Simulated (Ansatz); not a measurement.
A run of Ansatz 0.2.0 is set up as follows.

input.yaml

```yaml
crystal:
  lattice:
    - [3.258955, 0.0, 0.0]
    - [0.0, 3.258955, 0.0]
    - [0.0, 0.0, 3.258955]
  atoms:
    - { symbol: K, position: [0.0, 0.0, 0.0] }
    - { symbol: F, position: [0.5, 0.5, 0.5] }
kpoints:
  mp_grid: { grid: [8, 8, 8] }
scf:
  occupations: { method: fermi_dirac, width: 0.05 }
hamiltonian:
  xc: pbe
  pseudopotentials: { kind: all_electron, lapw: { basis_error: 0.001 } }
output:
  forces: true
  stress: true
  eigenvalues: true
  populations: true
```

Potentials or basis: all-electron LAPW, scalar-relativistic.

Launch:

```bash
$ ansatz run input.yaml --threads 1 --pin off --max-ram 2560MiB --backend cpu --events-out ev --progress --plain --runs-dir out
```

(1) Predict the pressure.

(2) Predict the Loewdin charges.

(3) Predict the band gap on the k mesh.

Results:

(1) 0.0 GPa.

(2) K +0.85; F -0.77 e.

(3) 6.27 eV, indirect (least direct gap 6.32 eV).
